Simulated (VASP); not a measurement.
GaN: single point with LDA

The system is GaN.

```
Ga N
1.0
    -0.02135    2.13524    2.13524
     2.11388    0.00000    2.11388
     2.13524    2.13524   -0.02135
Ga N
1 1
Direct
  0.00000 0.00000 0.00000
  0.50000 0.50000 0.50000
```

The cell comes from a database or a generator and needn't be the stable form of this composition.

The cell isn't the ideal one: strain -0.0200 x Voigt [0, 0, 0, 0, 1, 0], atoms carried along.

```yaml
Program: VASP 6.6.1
Task: single point
Functional: LDA
Potentials_or_basis: VASP PAW LDA potentials, release 64 (Ga_d, N)
Cutoff: 520 eV
k_mesh: 14 × 14 × 14
Occupations: gaussian, width 0.03 eV
Spin: no spin polarisation
Dipole_correction: no
Further_INCAR_settings: ALGO = Fast; EDIFF = 1e-07; NBANDS = 16
```

| Quantity | Value |
| --- | --- |
| Pressure | -12.6 GPa |
| Band gap on the k mesh | 0.12 eV, indirect (least direct gap 2.31 eV) |

Stress tensor (GPa, compression positive):
```
-12.54   0.00   4.18
  0.00 -12.66   0.00
  4.18   0.00 -12.54
```

Levels at points of the mesh, in eV from the valence-band top:
| k point | band 5 | band 6 | band 7 | band 8 | band 9 | band 10 | band 11 | band 12 | band 13 | band 14 |
| --- | --- | --- | --- | --- | --- | --- | --- | --- | --- | --- |
| (0.00, 0.00, 0.00) | -14.10 | -14.10 | -0.71 | -0.58 | -0.45 | 1.86 | 14.09 | 14.40 | 14.69 | 14.94 |
| (0.50, 0.00, 0.00) | -13.98 | -13.91 | -8.35 | -0.25 | -0.17 | 4.56 | 8.70 | 8.73 | 8.84 | 15.93 |
| (0.00, 0.50, 0.00) | -13.98 | -13.82 | -8.19 | -0.34 | -0.27 | 4.32 | 8.43 | 8.57 | 8.75 | 15.77 |
| (0.50, 0.50, 0.00) | -13.93 | -11.01 | -7.03 | -3.05 | -3.05 | 0.14 | 7.64 | 11.35 | 13.79 | 13.80 |
| (0.50, 0.00, 0.50) | -13.93 | -11.01 | -7.03 | -3.24 | -2.86 | 0.12 | 7.66 | 11.38 | 13.72 | 13.86 |

Wall time 90 s on 1 thread of AMD EPYC 9R45 (Zen 5) (shared host), peak memory 0.2 GiB.

A k mesh can miss the band edges.
